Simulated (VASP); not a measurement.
# ZrO₂, equation of state: which settings are enough?

ZrO₂, Fm-3m (no. 225), 3 atoms in the cell. RevPBE; PAW potentials Zr_sv_GW, O_GW (PBE set). VASP 6.6.1.

Wanted: equilibrium volume within 0.125 %; bulk modulus within 1 %.

What the run is for: choice of potentials; Accuracy asked: tight; Volumes (times the given one): 0.91, 0.94, 0.97, 1, 1.03, 1.06, 1.09.

## Potentials and cutoff

| Potentials and cutoff | Equilibrium volume (Å³/atom) | Bulk modulus (GPa) | Time (s) |
|---|---|---|---|
| Zr_sv_GW O_GW, ENCUT 660 | 11.32 | 226.5 | 103 |
| Zr_sv O_h, ENCUT 1220 | 11.34 | 225.7 | 229 |
| Zr_sv O, ENCUT 640 | 11.34 | 225.6 | 100 |

Chosen: Zr_sv_GW O_GW, ENCUT 660; no other choice that stays within the tolerance saves 30 % of the time.

The chosen settings are those of the reference run.

## The input

INCAR:
```
GGA = RE ; ISMEAR = 0
SIGMA = 0.03 ; LWAVE = False
LCHARG = False ; ISIF = 2
NSW = 0 ; ENCUT = 660
PREC = Accurate ; LASPH = True
LREAL = False ; ALGO = Normal
EDIFF = 1E-7 ; NELM = 120
GGA_COMPAT = False ; EFERMI = MIDGAP
```

KPOINTS:
```
k-points
0
Gamma
  8 8 8
```

POSCAR.step1:
```
ZrO2
1.0
    0.0000000000      2.4663080714      2.4663080714
    2.4663080714      0.0000000000      2.4663080714
    2.4663080714      2.4663080714      0.0000000000
Zr O
1 2
Direct
    0.0000000000      0.0000000000      0.0000000000
    0.7500000000      0.7500000000      0.7500000000
    0.2500000000      0.2500000000      0.2500000000
```

POSCAR.step2:
```
ZrO2
1.0
    0.0000000000      2.4931178683      2.4931178683
    2.4931178683      0.0000000000      2.4931178683
    2.4931178683      2.4931178683      0.0000000000
Zr O
1 2
Direct
    0.0000000000      0.0000000000      0.0000000000
    0.7500000000      0.7500000000      0.7500000000
    0.2500000000      0.2500000000      0.2500000000
```

POSCAR.step3:
```
ZrO2
1.0
    0.0000000000      2.5193631429      2.5193631429
    2.5193631429      0.0000000000      2.5193631429
    2.5193631429      2.5193631429      0.0000000000
Zr O
1 2
Direct
    0.0000000000      0.0000000000      0.0000000000
    0.7500000000      0.7500000000      0.7500000000
    0.2500000000      0.2500000000      0.2500000000
```

POSCAR.step4:
```
ZrO2
1.0
    0.0000000000      2.5450727058      2.5450727058
    2.5450727058      0.0000000000      2.5450727058
    2.5450727058      2.5450727058      0.0000000000
Zr O
1 2
Direct
    0.0000000000      0.0000000000      0.0000000000
    0.7500000000      0.7500000000      0.7500000000
    0.2500000000      0.2500000000      0.2500000000
```

POSCAR.step5:
```
ZrO2
1.0
    0.0000000000      2.5702730844      2.5702730844
    2.5702730844      0.0000000000      2.5702730844
    2.5702730844      2.5702730844      0.0000000000
Zr O
1 2
Direct
    0.0000000000      0.0000000000      0.0000000000
    0.7500000000      0.7500000000      0.7500000000
    0.2500000000      0.2500000000      0.2500000000
```

POSCAR.step6:
```
ZrO2
1.0
    0.0000000000      2.5949887648      2.5949887648
    2.5949887648      0.0000000000      2.5949887648
    2.5949887648      2.5949887648      0.0000000000
Zr O
1 2
Direct
    0.0000000000      0.0000000000      0.0000000000
    0.7500000000      0.7500000000      0.7500000000
    0.2500000000      0.2500000000      0.2500000000
```

POSCAR.step7:
```
ZrO2
1.0
    0.0000000000      2.6192424021      2.6192424021
    2.6192424021      0.0000000000      2.6192424021
    2.6192424021      2.6192424021      0.0000000000
Zr O
1 2
Direct
    0.0000000000      0.0000000000      0.0000000000
    0.7500000000      0.7500000000      0.7500000000
    0.2500000000      0.2500000000      0.2500000000
```

Commands (each step's output is kept before the next begins):
```
cat potpaw_PBE.64/Zr_sv_GW/POTCAR potpaw_PBE.64/O_GW/POTCAR > POTCAR
cp POSCAR.step1 POSCAR
mpirun -np 1 vasp_std > vasp.out
cp POSCAR.step2 POSCAR
mpirun -np 1 vasp_std > vasp.out
cp POSCAR.step3 POSCAR
mpirun -np 1 vasp_std > vasp.out
cp POSCAR.step4 POSCAR
mpirun -np 1 vasp_std > vasp.out
cp POSCAR.step5 POSCAR
mpirun -np 1 vasp_std > vasp.out
cp POSCAR.step6 POSCAR
mpirun -np 1 vasp_std > vasp.out
cp POSCAR.step7 POSCAR
mpirun -np 1 vasp_std > vasp.out
```

Limits: Total energies under different potentials can't be compared; the cell and the gap can.

The chosen input took VASP 6.6.1 103 s on 1 core (Intel Xeon 6975P-C (Granite Rapids)), a shared host.
